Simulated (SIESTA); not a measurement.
The system is Pd.

```
CELL_PARAMETERS angstrom
0.00000 1.94650 1.94650
1.94650 0.00000 1.94650
1.94650 1.94650 0.00000
ATOMIC_POSITIONS crystal
Pd 0.00000 0.00000 0.00000
```

Base run:

- Program: SIESTA 5.4.2
- Functional: PBE
- Potentials or basis: PseudoDojo 0.4 standard (PBE files)
- Basis: DZP (energy shift 0.002 Ry)
- Grid cutoff: 800 Ry
- Energy shift: 0.002 Ry
- k mesh: 12 × 12 × 12
- Occupations: fermi-dirac, width 0.05 eV
- Spin: no spin polarisation

Its results: band gap on the k mesh none (metal or under the smearing width); pressure 5.8 GPa.

**Question.** The run is repeated on the same cell with these changes: potentials or basis from PseudoDojo 0.4 standard (PBE files) to SG15 1.2 (PBE files) or PseudoDojo by element. What comes out?

**Answer.** Band gap on the k mesh none (metal or under the smearing width); pressure 7.8 GPa.

Caveats: semicore shells carry a single zeta, which can move pressures by several GPa and volumes by a few percent; the basis of atomic orbitals isn't converged, which shifts pressures, moduli and gaps.
